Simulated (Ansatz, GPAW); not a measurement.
# Ballistic transport through a C6 chain between two Ir chains, from relaxation to T(E), part 2 of 2

Aim: the conductance of a C6 chain between two Ir chains after relaxation, and whether geometry, basis or functional moves it most.

GPAW 26.7.0 and Ansatz 0.2.0; Ansatz plane waves; relaxation of the junction with the lead ends held; PAW set soft_1 (the session's first sound run).

So far, transmission at the Fermi level (one spin): step 3 (plane-wave reference (PBE)) 1.97; step 4 (GPAW, dzp, PBE, GPAW) 1.96; step 5 (single-zeta polarised basis, PBE, GPAW) 1.95; step 6 (minimal basis, PBE, GPAW) 1.94. Also conductance of the perfect lead (G₀): step 3 5.80.

**7. RPBE in the dzp basis: xc = "RPBE"**

Back in the dzp basis, the functional changes from PBE to RPBE, to set the spread between functionals beside that between bases.

Input file run.py:

```python
import json
import numpy as np
from ase import Atoms
from ase.transport.calculators import TransportCalculator
from gpaw import GPAW, FermiDirac
from gpaw.lcao.tools import get_lcao_hamiltonian
from scipy.linalg import eigh

# The junction with lead layers at both ends, along the third cell vector
device = Atoms(
    ['Ir', 'Ir', 'Ir', 'Ir', 'Ir', 'Ir', 'Ir', 'Ir', 'C', 'C', 'C', 'C', 'C', 'C', 'Ir', 'Ir', 'Ir', 'Ir', 'Ir', 'Ir', 'Ir', 'Ir'],
    positions=[
        [4.50000, 4.50000, 1.15000],
        [4.50000, 4.50000, 3.45000],
        [4.50000, 4.50000, 5.75000],
        [4.50000, 4.50000, 8.05000],
        [4.50000, 4.50000, 10.35000],
        [4.50000, 4.50000, 12.65000],
        [4.34317, 3.78585, 14.92540],
        [4.59430, 4.82422, 17.05423],
        [4.51814, 4.50509, 18.90658],
        [4.50739, 4.45010, 20.22270],
        [4.51587, 4.47483, 21.53996],
        [4.52529, 4.50888, 22.84555],
        [4.53093, 4.53420, 24.16283],
        [4.51080, 4.48241, 25.47905],
        [4.40429, 4.17307, 27.33176],
        [4.74522, 5.18609, 29.46041],
        [4.50000, 4.50000, 31.73700],
        [4.50000, 4.50000, 34.03700],
        [4.50000, 4.50000, 36.33700],
        [4.50000, 4.50000, 38.63700],
        [4.50000, 4.50000, 40.93700],
        [4.50000, 4.50000, 43.23700]],
    cell=[[9.0, 0.0, 0.0], [0.0, 9.0, 0.0], [0.0, 0.0, 44.387]],
    pbc=True)

# One principal layer of the lead: the first 5 atoms of the device
lead = Atoms(
    ['Ir', 'Ir', 'Ir', 'Ir', 'Ir'],
    positions=[
        [4.50000, 4.50000, 1.15000],
        [4.50000, 4.50000, 3.45000],
        [4.50000, 4.50000, 5.75000],
        [4.50000, 4.50000, 8.05000],
        [4.50000, 4.50000, 10.35000]],
    cell=[[9.0, 0.0, 0.0], [0.0, 9.0, 0.0], [0.0, 0.0, 11.5]],
    pbc=True)

settings = dict(mode='lcao', basis='dzp', xc='RPBE', h=0.2,
                occupations=FermiDirac(0.1), maxiter=250,
                mixer=dict(beta=0.1, nmaxold=8, weight=100.0),
                convergence=dict(density=0.0001))
energies = np.arange(-2, 2 + 1e-9, 0.025)
eta = 0.0001
n1, n2 = 1, 1
# k and -k transmit alike, so half of the mesh across the current serves
mesh = [(i, j) for i in range(n1) for j in range(n2) if (i, j) <= (-i % n1, -j % n2)]
weights = np.array([1 if (i, j) == (-i % n1, -j % n2) else 2 for i, j in mesh]) / (n1 * n2)

# [... helper functions left out ...]
fermi_lead = ground_state(lead, (1, 1, 10), 'lead.txt')
fermi_device = ground_state(device, (1, 1, 2), 'device.txt')
# [... loop over the mesh left out, but for ...]
        # Shift the lead onto the potential of the device's first layer
        shift = ((H[:, 0, 0] - H0[:, 0, 0]) / S0[0, 0]).real.mean()
# [...]
kT = 8.617333e-5 * 300
bias = [0.1, 0.2, 0.5, 1.0, 1.5, 2.0]
# [... integrals and printing left out ...]
```

Started as:

```bash
$ OMP_NUM_THREADS=1 OPENBLAS_NUM_THREADS=1 python run.py
```

Elapsed: 3.3 min, on 1 thread of AMD EPYC 9R45 (Zen 5), shared host; peak memory 1.5 GiB.

This step gave:

| Property | Result |
| --- | --- |
| conductance | 1.940 G₀ |
| largest misfit of the first principal layer | 0.1159 eV |
| shift that aligns the lead | -0.01103 eV |
| basis functions of the junction | 510 |
| basis functions of a principal layer | 135 |
| transmission at the Fermi level (one spin) | 1.957 |

One spin. The transmission, zone mean by energy, zero at the Fermi level:

```tsv
energy (eV)	transmission, zone mean
-2.000	1.55
-1.900	1.73
-1.800	1.88
-1.700	1.93
-1.675	1.94
-1.600	1.91
-1.500	1.85
-1.400	1.76
-1.300	1.79
-1.200	1.84
-1.100	1.83
-1.000	1.76
-0.900	1.80
-0.800	1.87
-0.700	1.81
-0.600	1.49
-0.500	1.17
-0.400	1.10
-0.300	1.27
-0.200	1.59
-0.100	1.84
0.000	1.96
0.050	1.97
0.100	1.88
0.200	1.53
0.300	1.42
0.400	1.49
0.475	1.61
0.500	1.59
0.600	1.04
0.700	0.624
0.800	0.424
0.900	0.308
1.000	0.249
1.100	0.211
1.200	0.183
1.300	0.161
1.400	0.145
1.500	0.131
1.600	0.122
1.700	0.116
1.800	0.115
1.900	0.125
2.000	0.209
```

The conductance, 1.94 G₀, lies 0.2 % above that of the dzp run.

**8. Without the relaxation: geometry = "as built"**

The dzp basis with PBE on the structure as first built shows what the relaxation was worth.

Edit run.py of step 7 so:

```diff
@@ -18,12 +18,12 @@
         [4.50000, 4.50000, 12.65000],
-        [4.34317, 3.78585, 14.92540],
-        [4.59430, 4.82422, 17.05423],
-        [4.51814, 4.50509, 18.90658],
-        [4.50739, 4.45010, 20.22270],
-        [4.51587, 4.47483, 21.53996],
-        [4.52529, 4.50888, 22.84555],
-        [4.53093, 4.53420, 24.16283],
-        [4.51080, 4.48241, 25.47905],
-        [4.40429, 4.17307, 27.33176],
-        [4.74522, 5.18609, 29.46041],
+        [4.50000, 4.50000, 14.95000],
+        [4.50000, 4.50000, 17.25000],
+        [4.50000, 4.50000, 19.00850],
+        [4.50000, 4.50000, 20.23850],
+        [4.50000, 4.50000, 21.57850],
+        [4.50000, 4.50000, 22.80850],
+        [4.50000, 4.50000, 24.14850],
+        [4.50000, 4.50000, 25.37850],
+        [4.50000, 4.50000, 27.13700],
+        [4.50000, 4.50000, 29.43700],
         [4.50000, 4.50000, 31.73700],
@@ -49,3 +49,3 @@
 
-settings = dict(mode='lcao', basis='dzp', xc='RPBE', h=0.2,
+settings = dict(mode='lcao', basis='dzp', xc='PBE', h=0.2,
                 occupations=FermiDirac(0.1), maxiter=250,
```

Run time: 2.7 min. Hardware: 1 thread; peak memory 1.6 GiB.

Numbers from this step:

```yaml
conductance: 1.881 G₀
largest_coupling_past_the_next_principal_layer: 1.48e-6 eV
largest_misfit_of_the_first_principal_layer: 0.09147 eV
shift_that_aligns_the_lead: -0.002106 eV
transmission_at_the_fermi_level_one_spin: 1.882
```

One spin. Table of transmission, zone mean by energy, zero at the Fermi level:

```tsv
energy (eV)	transmission, zone mean
-2.000	1.94
-1.900	1.95
-1.800	1.95
-1.700	1.96
-1.600	1.97
-1.500	1.97
-1.400	1.97
-1.300	1.98
-1.200	1.98
-1.100	1.97
-1.000	1.97
-0.900	1.96
-0.800	1.94
-0.700	1.93
-0.600	1.92
-0.500	1.91
-0.400	1.91
-0.300	1.90
-0.200	1.90
-0.100	1.89
0.000	1.88
0.100	1.86
0.200	1.83
0.300	1.79
0.400	1.74
0.500	1.67
0.600	1.60
0.700	1.53
0.800	1.45
0.900	1.37
1.000	1.28
1.100	1.19
1.200	1.09
1.300	0.988
1.400	0.873
1.500	0.746
1.600	0.606
1.700	0.451
1.800	0.276
1.900	0.0746
2.000	1.4e-5
```

The conductance, 1.88 G₀, lies 2.8 % below that of the dzp run.

**9. Cost and result by level**

Times are wall times on the hardware named with each run. Results by setting:

```tsv
no.	run	conductance (G₀)	time	memory (GiB)
1	pw PBE	1.957	69 s	5.8
2	dzp	1.935	3.4 min	1.5
3	szp	1.939	1.9 min	1.5
4	sz	1.932	96 s	1.4
5	dzp RPBE	1.940	3.3 min	1.5
6	asbuilt	1.881	2.7 min	1.6
```

**10. The levels side by side**

The curves are compared point by point over the common energies.

This step: comparison of transmission and cost over codes, levels and geometry; PAW set soft_1 (GPAW 26.7.0).

Ladder, by row:

```tsv
step	code	T at the Fermi level (sum over the listed spins)	conductance (G0)	r.m.s. T(E) from the first	wall time (s)	peak memory (GiB)	threads
pw-pbe	Ansatz	1.97	1.957	0	69.02	5.817	4
dzp	GPAW	1.956	1.935	0.08517	204.6	1.54	1
szp	GPAW	1.946	1.939	0.1877	116.8	1.48	1
sz	GPAW	1.937	1.932	0.1905	96.06	1.43	1
dzp-RPBE	GPAW	1.957	1.94	0.08191	198	1.54	1
asbuilt	GPAW	1.881	1.881	0.4849	159.2	1.55	1
```

Transmission, zone mean, sum over the listed spins against energy, zero at the Fermi level:

```tsv
energy (eV)	pw-pbe	dzp	szp	sz	dzp-RPBE	asbuilt
-2.000	1.31	1.56	1.58	1.76	1.55	1.94
-1.850	1.78	1.82	1.85	1.90	1.81	1.95
-1.800	1.86	1.88	1.90	1.89	1.88	1.95
-1.750	1.92	1.92	1.91	1.87	1.92	1.96
-1.700	1.95	1.94	1.91	1.85	1.93	1.96
-1.675	1.95	1.94	1.90	1.84	1.94	1.96
-1.600	1.93	1.91	1.87	1.82	1.91	1.97
-1.400	1.76	1.77	1.77	1.72	1.76	1.97
-1.225	1.85	1.84	1.81	1.77	1.83	1.98
-1.200	1.84	1.84	1.82	1.76	1.84	1.98
-1.000	1.51	1.77	1.77	1.70	1.76	1.97
-0.800	1.91	1.87	1.91	1.88	1.87	1.94
-0.775	1.91	1.87	1.91	1.89	1.87	1.94
-0.600	1.42	1.50	1.43	1.47	1.49	1.92
-0.400	1.21	1.10	1.03	1.06	1.10	1.91
-0.200	1.75	1.58	1.62	1.62	1.59	1.90
0.000	1.97	1.96	1.95	1.94	1.96	1.88
0.050	1.99	1.97	1.97	1.96	1.97	1.87
0.100	1.83	1.89	1.96	1.96	1.88	1.86
0.200	1.58	1.53	1.61	1.63	1.53	1.83
0.400	1.49	1.49	1.59	1.59	1.49	1.74
0.500	1.64	1.58	1.08	1.03	1.59	1.67
0.600	1.34	1.10	0.616	0.601	1.04	1.60
0.800	0.512	0.420	0.292	0.290	0.424	1.45
1.000	0.274	0.248	0.195	0.192	0.249	1.28
1.200	0.195	0.182	0.151	0.145	0.183	1.09
1.400	0.156	0.144	0.128	0.118	0.145	0.873
1.600	0.135	0.122	0.123	0.106	0.122	0.606
1.800	0.134	0.117	0.159	0.117	0.115	0.276
2.000	0.190	0.225	0.830	0.494	0.209	1.4e-5
```

**11. SCF mesh 1×1×1**

The SCF mesh sets the Fermi level of the repeated cell.

This step: GPAW LCAO, PAW setups; Landauer transmission from Green's functions with principal layers (ASE), zero bias (GPAW 26.7.0).

Edit run.py of step 8 so:

```diff
@@ -18,12 +18,12 @@
         [4.50000, 4.50000, 12.65000],
-        [4.50000, 4.50000, 14.95000],
-        [4.50000, 4.50000, 17.25000],
-        [4.50000, 4.50000, 19.00850],
-        [4.50000, 4.50000, 20.23850],
-        [4.50000, 4.50000, 21.57850],
-        [4.50000, 4.50000, 22.80850],
-        [4.50000, 4.50000, 24.14850],
-        [4.50000, 4.50000, 25.37850],
-        [4.50000, 4.50000, 27.13700],
-        [4.50000, 4.50000, 29.43700],
+        [4.34317, 3.78585, 14.92540],
+        [4.59430, 4.82422, 17.05423],
+        [4.51814, 4.50509, 18.90658],
+        [4.50739, 4.45010, 20.22270],
+        [4.51587, 4.47483, 21.53996],
+        [4.52529, 4.50888, 22.84555],
+        [4.53093, 4.53420, 24.16283],
+        [4.51080, 4.48241, 25.47905],
+        [4.40429, 4.17307, 27.33176],
+        [4.74522, 5.18609, 29.46041],
         [4.50000, 4.50000, 31.73700],
@@ -62,3 +62,3 @@
 fermi_lead = ground_state(lead, (1, 1, 10), 'lead.txt')
-fermi_device = ground_state(device, (1, 1, 2), 'device.txt')
+fermi_device = ground_state(device, (1, 1, 1), 'device.txt')
 # [... loop over the mesh left out, but for ...]
```

Elapsed: 2.4 min, on 1 thread; peak memory 1.5 GiB.

The run finished with changed settings (scf_mesh = [1, 1, 1]); it serves as a test.

Side by side:

```tsv
quantity	this run	sound run	difference
conductance (G₀)	1.9409	1.9352	0.00575
largest misfit of the first principal layer (eV)	0.10660	0.11445	-0.00785
shift that aligns the lead (eV)	-0.0053433	-0.011234	0.00589
transmission at the Fermi level (one spin)	1.9552	1.9561	-9.5e-4
```

**12. Results**

```
conductance                                        : 1.94 G₀
transmission at the Fermi level, mean of the spins : 1.96
```

In words: In the dzp basis the junction conducts 1.94 G₀ at 300 K, with T = 1.96 a spin at the Fermi level; the sz basis reaches that conductance within 10 %. Relaxation moved atoms by up to 0.73 Å and took the conductance from 1.88 to 1.94 G₀, as a ratio a larger change than the step from dzp to the minimal basis. Plane waves (PBE) give T = 1.97 there. At the Fermi level two eigenchannels carry the current (0.98 and 0.98). Measured against the first run (pw-pbe), the nearest curve is that of dzp-RPBE (r.m.s. 0.082) and the farthest that of asbuilt (0.48). Over the compared runs wall time goes from 69 s (pw-pbe) to 205 s (dzp), on a shared host; the plane-wave run used 4 threads and the orbital runs 1. The leads kept an estimated spacing and the cell its length, so the junction may be under some tension or compression. The run had no spin polarisation, so a magnetic state, which chains and small molecules with open shells often have, wasn't tested. Spin-orbit coupling is left out, which matters for the heavy atoms here. An evenly spaced straight chain is an idealisation: free chains tend to dimerise, zigzag or, where a band edge lies near the Fermi level, turn magnetic. The currents use the zero-bias T(E) throughout, which holds only while the bias is small against the distance to the nearest feature. The thermopower isn't quoted: it samples T(E) farther from the Fermi level than the conductance does, and the energy grid wasn't tested for it.

[Logs are printed without paths, hosts, clocks, repeated set-up lines and the standing remarks that a program may print on its own settings, such as how far it seeks lower states.]

[Hosts, paths, dates, database ids (printed as entryN), source tags and the programs' standing remarks are cut or masked in the printed files.]
